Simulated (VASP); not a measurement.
# ZnSn2N2 (P-4m2) in VASP: notebook

Runs on ZnSn2N2. Level: PBE. Tasks: single point.

All numbers are computed with VASP 6.6.1; they aren't measurements. Logs are shortened: lines on timing, memory, paths and dates and some standing lists are left out, and cuts for length are marked.

### Step 1. The structure

Symmetry: P-4m2, No. 115, tetragonal system. Conventional cell: a = 3.352 Å, b = 3.352 Å, c = 8.064 Å, α = 90.00°, β = 90.00°, γ = 90.00°. Sn (site symmetry 2mm) has 2 N at 2.12 Å as nearest neighbours. Zn (site symmetry -4m2) is surrounded by 4 N at 2.05 Å. N (site symmetry 2mm) is surrounded by 2 Zn at 2.05 Å and 2 Sn at 2.12 Å.

The cell comes from a database or a generator and needn't be the stable form of this composition.

### Step 2. Single point, PBE

INCAR

```
SYSTEM = ZnSn2N2
  ADDGRID = .False.
  ALGO = Normal
  EDIFF = 1E-7
  ENCUT = 400
  GGA = PE
  ISIF = 2
  ISMEAR = 0
  LASPH = .True.
  LCHARG = .False.
  LREAL = Auto
  LWAVE = .False.
  NELM = 100
  PREC = Accurate
  SIGMA = 0.05
```

KPOINTS

```
k-points
0
Gamma
  5 5 2
  0 0 0
```

POSCAR

```
ZnSn2N2
1.0
    3.3523260000      0.0000000000      0.0000000000
    0.0000000000      3.3523260000      0.0000000000
    0.0000000000      0.0000000000      8.0642090000
Sn Zn N
2 1 2
Direct
    0.5000000000      0.5000000000      0.3058270000
    0.5000000000      0.5000000000      0.6941730000
    0.0000000000      0.0000000000      0.0000000000
    0.0000000000      0.5000000000      0.8541900000
    0.5000000000      0.0000000000      0.1458100000
```

Potentials or basis: VASP PAW PBE potentials, release 64 (Sn_d, Zn, N).

Command:

```
> cat potpaw_PBE.64/Sn_d/POTCAR potpaw_PBE.64/Zn/POTCAR potpaw_PBE.64/N/POTCAR > POTCAR
> mpirun -np 1 vasp_std > vasp.out
```

OUTCAR:

```text
SYSTEM = ZnSn2N2
   EDIFF = 1E-7
   ENCUT = 400
   GGA = PE
   ISIF = 2
   ISMEAR = 0
   LASPH = .True.
   LREAL = Auto
   NELM = 100
   PREC = Accurate

 Found     12 irreducible k-points:

 Following reciprocal coordinates:
            Coordinates               Weight
  0.000000  0.000000  0.000000      1.000000
  0.200000  0.000000  0.000000      4.000000
  0.400000  0.000000  0.000000      4.000000
  0.200000  0.200000  0.000000      4.000000
  0.400000  0.200000  0.000000      8.000000
  0.400000  0.400000  0.000000      4.000000
   k-points           NKPTS =     12   k-points in BZ     NKDIM =     12   number of bands    NBANDS=     30
   number of dos      NEDOS =    301   number of ions     NIONS =      5
   total plane-waves  NPLWV =  31104
   dimension x,y,z NGX =    24 NGY =   24 NGZ =   54
   dimension x,y,z NGXF=    48 NGYF=   48 NGZF=  108
   ions per type =               2   1   2
   NGX,Y,Z   is equivalent  to a cutoff of  11.90, 11.90, 11.13 a.u.
   NGXF,Y,Z  is equivalent  to a cutoff of  23.80, 23.80, 22.26 a.u.
 SYSTEM =  ZnSn2N2
   PREC   = accura    normal or accurate (medium, high low for compatibility)
   ISTART =      0    job   : 0-new  1-cont  2-samecut
   ICHARG =      2    charge: 1-file 2-atom 10-const
   ISPIN  =      1    spin polarized calculation?
   LNONCOLLINEAR =      F non collinear calculations
   LSORBIT =      F    spin-orbit coupling
   LASPH  =      T    aspherical Exc in radial PAW
   ENCUT  =  400.0 eV  29.40 Ry    5.42 a.u.   5.47  5.47 13.15*2*pi/ulx,y,z
   NELM   =    100;   NELMIN=  2; NELMDL= -5     # of ELM steps
   EDIFF  = 0.1E-06   stopping-criterion for ELM
   LREAL  =      T    real-space projection
   EDIFFG = 0.1E-05   stopping-criterion for IOM
   NSW    =      0    number of steps for IOM
   IBRION =     -1    ionic relax: 0-MD 1-quasi-New 2-CG
   NFREE  =      0    steps in history (QN), initial steepest desc. (CG)
   ISIF   =      2    stress and relaxation
   ISYM   =      2    0-nonsym 1-usesym 2-fastsym
   POTIM  = 0.5000    time-step for ionic-motion
   TEBEG  =    0.0;   TEEND  =   0.0 temperature during run
   PSTRESS=    0.0 pullay stress
   NELECT =      50.0000    total number of electrons
   NUPDOWN=      -1.0000    fix difference up-down
   EMIN   =  10.00;   EMAX   =-10.00  energy-range for DOS
   EFERMI =   0.00;   METHOD = LEGACY
   ISMEAR =     0;   SIGMA  =   0.05  broadening in eV -4-tet -1-fermi 0-gaus
   EFERMI_NEDOS =   21; number of points for ismear=-14 and -15
   IALGO  =     38    algorithm
   IMIX   =      4    mixing-type and parameters
     AMIX     =   0.40;   BMIX     =  1.00
     AMIX_MAG =   1.60;   BMIX_MAG =  1.00
  volume/ion in A,a.u.               =      18.13       122.32
  Fermi-wavevector in a.u.,A,eV,Ry     =   1.342703  2.537341 24.529295  1.802852
  Thomas-Fermi vector in A             =   2.470836
   LORBIT       =      0    0 simple, 1 ext, 2 COOP (PROOUT), +10 PAW based schemes
   GGA     = PE    functional components
   LHFCALC =     F    Hartree Fock is set to
   AEXX    =    0.0000 exact exchange contribution
   IVDW    =     0    specifies the selected vdW correction
   LEPSILON=     F    determine dielectric tensor
   LRPA    =     F    only Hartree local field effects (RPA)
 non-spin polarized calculation
 Gauss-broadening in eV      SIGMA  =   0.05
  energy-cutoff  :      400.00
  volume of cell :       90.63
 maximum number of plane-waves:      1674
 NGX is ok and might be reduce to    24
   NGX = 11   NGY = 11   NGZ = 27

 number of electron      49.9999953 magnetization

 Free energy of the ion-electron system (eV)
  ---------------------------------------------------
  ext. energy  EPLUGINS =         0.00000000
  ---------------------------------------------------
  free energy    TOTEN  =       -24.21445102 eV

  energy without entropy =      -24.21011997  energy(sigma->0) =      -24.21228550

 E-fermi :   5.2863     XC(G=0): -10.2263

 val. band max:        5.2807293786   @ k =   0.4000   0.4000   0.5000
 cond. band min:       5.4605385720   @ k =   0.2000   0.2000   0.5000
 fundamental gap:      0.1798091934
 Fermi energy:         5.2863123384

 k-point     1 :       0.0000    0.0000    0.0000
  band No.  band energies     occupation
      1     -16.0201      2.00000
      2     -16.0175      2.00000
      3     -15.8851      2.00000
      4     -15.8211      2.00000
      5     -15.8211      2.00000
      6     -15.7655      2.00000
[... 22 lines left out ...]
     29      11.0333      0.00000
     30      11.5607      0.00000

 k-point     2 :       0.2000    0.0000    0.0000
  band No.  band energies     occupation
      1     -15.9858      2.00000
      2     -15.9822      2.00000
      3     -15.8834      2.00000
      4     -15.8432      2.00000
      5     -15.8192      2.00000
      6     -15.7862      2.00000
[... 22 lines left out ...]
     29      10.0019      0.00000
     30      11.3061      0.00000

 k-point     3 :       0.4000    0.0000    0.0000
  band No.  band energies     occupation
      1     -15.9886      2.00000
      2     -15.9365      2.00000
      3     -15.9102      2.00000
      4     -15.8181      2.00000
      5     -15.8161      2.00000
      6     -15.7959      2.00000
[... 22 lines left out ...]
     29      11.2602      0.00000
     30      11.7770      0.00000

 k-point     4 :       0.2000    0.2000    0.0000
  band No.  band energies     occupation
      1     -15.9538      2.00000
      2     -15.9507      2.00000
      3     -15.8737      2.00000
      4     -15.8480      2.00000
      5     -15.8244      2.00000
      6     -15.7843      2.00000
[... 22 lines left out ...]
     29       9.9781      0.00000
     30      10.8273      0.00000

 k-point     5 :       0.4000    0.2000    0.0000
  band No.  band energies     occupation
      1     -15.9823      2.00000
      2     -15.9180      2.00000
      3     -15.8744      2.00000
      4     -15.8152      2.00000
      5     -15.8145      2.00000
      6     -15.7973      2.00000
[... 22 lines left out ...]
     29      10.2478      0.00000
     30      11.4716      0.00000

 k-point     6 :       0.4000    0.4000    0.0000
  band No.  band energies     occupation
      1     -15.9747      2.00000
      2     -15.9736      2.00000
      3     -15.8316      2.00000
      4     -15.8297      2.00000
      5     -15.8238      2.00000
      6     -15.8091      2.00000
[... 22 lines left out ...]
     29       9.6906      0.00000
     30      10.4700      0.00000

 [... further k-points ...]
[... 5 lines left out ...]
  --------------------------------------------------------------------------------------
  -------------------------------------------------------------------------------------
  Total       -0.9057210     -0.9057210     -1.7810216      0.0000000      0.0000000      0.0000000
  in kB      -16.0121911    -16.0121911    -31.4865817      0.0000000      0.0000000      0.0000000
  external PRESSURE =     -21.1703213 kB  Pullay stress =       0.0000000 kB

 VOLUME and BASIS-vectors are now :
 -----------------------------------------------------------------------------
  energy-cutoff  :      400.00
  volume of cell :       90.63
      direct lattice vectors                 reciprocal lattice vectors
     3.352326000  0.000000000  0.000000000     0.298300344  0.000000000  0.000000000
     0.000000000  3.352326000  0.000000000     0.000000000  0.298300344  0.000000000
     0.000000000  0.000000000  8.064209000     0.000000000  0.000000000  0.124004723

 POSITION                                       TOTAL-FORCE (eV/Angst)
 -----------------------------------------------------------------------------------
      1.67616      1.67616      2.46625         0.000000     -0.000000      0.260328
      1.67616      1.67616      5.59796         0.000000      0.000000     -0.260328
      0.00000      0.00000      0.00000         0.000000      0.000000      0.000000
      0.00000      1.67616      6.88837         0.000000      0.000000      0.061059
      1.67616      0.00000      1.17584         0.000000      0.000000     -0.061059
 -----------------------------------------------------------------------------------
    total drift:                                0.000000     -0.000000      0.000000

  FREE ENERGIE OF THE ION-ELECTRON SYSTEM (eV)
  ---------------------------------------------------
  free  energy   TOTEN  =       -24.2144510233 eV

  energy  without entropy=      -24.2101199709  energy(sigma->0) =      -24.21228550
```

Wall time 22 s (1 thread of Intel Xeon 6975P-C (Granite Rapids), shared host); peak memory 0.17 GiB.

These settings aren't checked as converged: the numbers below hold their error.

What came out:

| Quantity | Value |
| --- | --- |
| Free energy | -24.2145 eV |
| Largest force | 0.260 eV/Å |
| Band gap on the k mesh | none (metal or under the smearing width) |

Caveat: the k mesh is coarse (spacing up to 0.39 Å⁻¹), so the values aren't converged; the cutoff is under 1.25 times the usual one of these potentials, so pressure, stress and relaxed cells hold a basis-set (Pulay) error.

### Step 3. Single point, PBE

INCAR, as its differences from that of step 2:

```diff
@@ -3,3 +3,3 @@
   ALGO = Normal
-  EDIFF = 1E-7
+  EDIFF = 0.001
   ENCUT = 400
@@ -10,3 +10,3 @@
   LCHARG = .False.
-  LREAL = Auto
+  LREAL = .False.
   LWAVE = .False.
```

KPOINTS is that of step 2.

POSCAR is that of step 2.

Potentials or basis: VASP PAW PBE potentials, release 64 (Sn_d, Zn, N).

Command:

```
> cat potpaw_PBE.64/Sn_d/POTCAR potpaw_PBE.64/Zn/POTCAR potpaw_PBE.64/N/POTCAR > POTCAR
> mpirun -np 1 vasp_std > vasp.out
```

Wall time 12 s (1 thread of Intel Xeon 6975P-C (Granite Rapids), shared host); peak memory 0.18 GiB.

The run converged, but some of its settings lie outside the range that counts as converged, so its numbers aren't taken as properties of the crystal.

Results:

| Item | Value |
| --- | --- |
| Free energy | -24.2143 eV |
| Largest force | 0.248 eV/Å |
| Band gap on the k mesh | none (metal or under the smearing width) |

Caveat: the k mesh is coarse (spacing up to 0.39 Å⁻¹), so the values aren't converged; the cutoff is under 1.25 times the usual one of these potentials, so pressure, stress and relaxed cells hold a basis-set (Pulay) error.

### Step 4. Single point, PBE

INCAR, as its differences from that of step 3:

```diff
@@ -3,3 +3,3 @@
   ALGO = Normal
-  EDIFF = 0.001
+  EDIFF = 1E-5
   ENCUT = 400
```

KPOINTS is that of step 3.

POSCAR is that of step 3.

Potentials or basis: VASP PAW PBE potentials, release 64 (Sn_d, Zn, N).

Command:

```
> cat potpaw_PBE.64/Sn_d/POTCAR potpaw_PBE.64/Zn/POTCAR potpaw_PBE.64/N/POTCAR > POTCAR
> mpirun -np 1 vasp_std > vasp.out
```

OUTCAR:

```text
SYSTEM = ZnSn2N2
   EDIFF = 1E-5
   ENCUT = 400
   GGA = PE
   ISIF = 2
   ISMEAR = 0
   LASPH = .True.
   LREAL = .False.
   NELM = 100
   PREC = Accurate

 Found     12 irreducible k-points:

 Following reciprocal coordinates:
            Coordinates               Weight
  0.000000  0.000000  0.000000      1.000000
  0.200000  0.000000  0.000000      4.000000
  0.400000  0.000000  0.000000      4.000000
  0.200000  0.200000  0.000000      4.000000
  0.400000  0.200000  0.000000      8.000000
  0.400000  0.400000  0.000000      4.000000
   k-points           NKPTS =     12   k-points in BZ     NKDIM =     12   number of bands    NBANDS=     30
   number of dos      NEDOS =    301   number of ions     NIONS =      5
   total plane-waves  NPLWV =  31104
   dimension x,y,z NGX =    24 NGY =   24 NGZ =   54
   dimension x,y,z NGXF=    48 NGYF=   48 NGZF=  108
   ions per type =               2   1   2
   NGX,Y,Z   is equivalent  to a cutoff of  11.90, 11.90, 11.13 a.u.
   NGXF,Y,Z  is equivalent  to a cutoff of  23.80, 23.80, 22.26 a.u.
 SYSTEM =  ZnSn2N2
   PREC   = accura    normal or accurate (medium, high low for compatibility)
   ISTART =      0    job   : 0-new  1-cont  2-samecut
   ICHARG =      2    charge: 1-file 2-atom 10-const
   ISPIN  =      1    spin polarized calculation?
   LNONCOLLINEAR =      F non collinear calculations
   LSORBIT =      F    spin-orbit coupling
   LASPH  =      T    aspherical Exc in radial PAW
   ENCUT  =  400.0 eV  29.40 Ry    5.42 a.u.   5.47  5.47 13.15*2*pi/ulx,y,z
   NELM   =    100;   NELMIN=  2; NELMDL= -5     # of ELM steps
   EDIFF  = 0.1E-04   stopping-criterion for ELM
   LREAL  =      F    real-space projection
   EDIFFG = 0.1E-03   stopping-criterion for IOM
   NSW    =      0    number of steps for IOM
   IBRION =     -1    ionic relax: 0-MD 1-quasi-New 2-CG
   NFREE  =      0    steps in history (QN), initial steepest desc. (CG)
   ISIF   =      2    stress and relaxation
   ISYM   =      2    0-nonsym 1-usesym 2-fastsym
   POTIM  = 0.5000    time-step for ionic-motion
   TEBEG  =    0.0;   TEEND  =   0.0 temperature during run
   PSTRESS=    0.0 pullay stress
   NELECT =      50.0000    total number of electrons
   NUPDOWN=      -1.0000    fix difference up-down
   EMIN   =  10.00;   EMAX   =-10.00  energy-range for DOS
   EFERMI =   0.00;   METHOD = LEGACY
   ISMEAR =     0;   SIGMA  =   0.05  broadening in eV -4-tet -1-fermi 0-gaus
   EFERMI_NEDOS =   21; number of points for ismear=-14 and -15
   IALGO  =     38    algorithm
   IMIX   =      4    mixing-type and parameters
     AMIX     =   0.40;   BMIX     =  1.00
     AMIX_MAG =   1.60;   BMIX_MAG =  1.00
  volume/ion in A,a.u.               =      18.13       122.32
  Fermi-wavevector in a.u.,A,eV,Ry     =   1.342703  2.537341 24.529295  1.802852
  Thomas-Fermi vector in A             =   2.470836
   LORBIT       =      0    0 simple, 1 ext, 2 COOP (PROOUT), +10 PAW based schemes
   GGA     = PE    functional components
   LHFCALC =     F    Hartree Fock is set to
   AEXX    =    0.0000 exact exchange contribution
   IVDW    =     0    specifies the selected vdW correction
   LEPSILON=     F    determine dielectric tensor
   LRPA    =     F    only Hartree local field effects (RPA)
 non-spin polarized calculation
 Gauss-broadening in eV      SIGMA  =   0.05
  energy-cutoff  :      400.00
  volume of cell :       90.63
 maximum number of plane-waves:      1674
 NGX is ok and might be reduce to    24
   NGX = 11   NGY = 11   NGZ = 27

 number of electron      49.9999953 magnetization

 Free energy of the ion-electron system (eV)
  ---------------------------------------------------
  ext. energy  EPLUGINS =         0.00000000
  ---------------------------------------------------
  free energy    TOTEN  =       -24.21418161 eV

  energy without entropy =      -24.20983902  energy(sigma->0) =      -24.21201031

 E-fermi :   5.2867     XC(G=0): -10.2266

 val. band max:        5.2806572600   @ k =   0.4000   0.4000   0.5000
 cond. band min:       5.4614134925   @ k =   0.2000   0.2000   0.5000
 fundamental gap:      0.1807562326
 Fermi energy:         5.2866603596

 k-point     1 :       0.0000    0.0000    0.0000
  band No.  band energies     occupation
      1     -16.0207      2.00000
      2     -16.0181      2.00000
      3     -15.8858      2.00000
      4     -15.8217      2.00000
      5     -15.8217      2.00000
      6     -15.7661      2.00000
[... 22 lines left out ...]
     29      11.0332      0.00000
     30      11.5605      0.00000
[... 134 lines left out ...]
  band No.  band energies     occupation
      1     -15.9753      2.00000
      2     -15.9742      2.00000
      3     -15.8322      2.00000
      4     -15.8304      2.00000
      5     -15.8245      2.00000
      6     -15.8097      2.00000
[... 22 lines left out ...]
     29       9.6907      0.00000
     30      10.4694      0.00000

 [... further k-points ...]
[... 5 lines left out ...]
  --------------------------------------------------------------------------------------
  -------------------------------------------------------------------------------------
  Total       -0.8863367     -0.8863367     -1.7623426      0.0000000      0.0000000      0.0000000
  in kB      -15.6694975    -15.6694975    -31.1563553      0.0000000      0.0000000      0.0000000
  external PRESSURE =     -20.8317834 kB  Pullay stress =       0.0000000 kB

 VOLUME and BASIS-vectors are now :
 -----------------------------------------------------------------------------
  energy-cutoff  :      400.00
  volume of cell :       90.63
      direct lattice vectors                 reciprocal lattice vectors
     3.352326000  0.000000000  0.000000000     0.298300344  0.000000000  0.000000000
     0.000000000  3.352326000  0.000000000     0.000000000  0.298300344  0.000000000
     0.000000000  0.000000000  8.064209000     0.000000000  0.000000000  0.124004723

 POSITION                                       TOTAL-FORCE (eV/Angst)
 -----------------------------------------------------------------------------------
      1.67616      1.67616      2.46625         0.000000     -0.000000      0.261304
      1.67616      1.67616      5.59796         0.000000      0.000000     -0.261304
      0.00000      0.00000      0.00000         0.000000     -0.000000      0.000000
      0.00000      1.67616      6.88837         0.000000     -0.000000      0.062161
      1.67616      0.00000      1.17584         0.000000     -0.000000     -0.062161
 -----------------------------------------------------------------------------------
    total drift:                                0.000000     -0.000000     -0.000000

  FREE ENERGIE OF THE ION-ELECTRON SYSTEM (eV)
  ---------------------------------------------------
  free  energy   TOTEN  =       -24.2141816061 eV

  energy  without entropy=      -24.2098390229  energy(sigma->0) =      -24.21201031
```

Wall time 16 s (1 thread of Intel Xeon 6975P-C (Granite Rapids), shared host); peak memory 0.18 GiB.

The run converged, but some of its settings lie outside the range that counts as converged, so its numbers aren't taken as properties of the crystal.

What came out:

```
Free energy            : -24.2142 eV
Largest force          : 0.261 eV/Å
Band gap on the k mesh : none (metal or under the smearing width)
```

Caveat: the k mesh is coarse (spacing up to 0.39 Å⁻¹), so the values aren't converged; the cutoff is under 1.25 times the usual one of these potentials, so pressure, stress and relaxed cells hold a basis-set (Pulay) error.

### Step 5. Single point, PBE

INCAR, as its differences from that of step 4:

```diff
@@ -1,5 +1,5 @@
 SYSTEM = ZnSn2N2
-  ADDGRID = .False.
+  ADDGRID = .True.
   ALGO = Normal
-  EDIFF = 1E-5
+  EDIFF = 1E-7
   ENCUT = 400
```

KPOINTS is that of step 4.

POSCAR is that of step 4.

Command:

```
> cat potpaw_PBE.64/Sn_d/POTCAR potpaw_PBE.64/Zn/POTCAR potpaw_PBE.64/N/POTCAR > POTCAR
> mpirun -np 1 vasp_std > vasp.out
```

It took 25 s on 1 thread of Intel Xeon 6975P-C (Granite Rapids), shared host; peak memory 0.25 GiB.

These settings aren't checked as converged: the numbers below hold their error.

What came out:

- Free energy: -24.2142 eV
- Largest force: 0.260 eV/Å
- Band gap on the k mesh: none (metal or under the smearing width)

Caveat: the k mesh is coarse (spacing up to 0.39 Å⁻¹), so the values aren't converged; the cutoff is under 1.25 times the usual one of these potentials, so pressure, stress and relaxed cells hold a basis-set (Pulay) error.
